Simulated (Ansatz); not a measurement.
# Ba under changes of volume

One of the cells (62.989 Å³/atom); the others are scaled copies at fixed shape and fractional positions:

```
Ba
1.0
    -2.50650    2.50650    2.50650
     2.50650   -2.50650    2.50650
     2.50650    2.50650   -2.50650
Ba
1
Direct
  0.00000 0.00000 0.00000
```

```yaml
Program: Ansatz 0.2.0
Functional: PBE
Potentials_or_basis: all-electron LAPW, non-relativistic
Cutoff: 75 eV (chosen from the basis error)
Basis_error_allowed: 0.001 eV/atom
k_mesh: 8 × 8 × 8
Occupations: cold, width 0.05 eV
Spin: collinear spin, ferromagnetic start
Starting_moments: "[0.5] μB"
```

| volume (Å³/atom) | energy over the lowest point (meV/atom) | pressure (GPa) |
| --- | --- | --- |
| 59.209 | 3.35 | 0.4 |
| 60.469 | ? | ? |
| 61.729 | 0.00 | 0.0 |
| 62.989 | 0.43 | -0.1 |
| 64.249 | 2.18 | -0.3 |
| 65.508 | 5.22 | -0.5 |
| 66.768 | 9.39 | -0.6 |

**Question.** What does the run at 60.469 Å³/atom give?

**Answer.** Energy over the lowest point 0.99 meV/atom; pressure 0.2 GPa.

Worked out: A Birch-Murnaghan fit of order 3 (a polynomial in V^(-2/3)) to the other rows has its minimum at 61.95 Å³/atom with B0 = V·E''(V) = 8.6 GPa (rough, since the energies scatter). It gives 0.94 meV/atom at 60.469 Å³/atom, against the run's 0.99, and -dE/dV = 0.2 GPa, against 0.2.

Energies are extrapolated to zero smearing.

Caveats: relativity is left out, which matters for the heavier elements; the starting moments weren't kept.
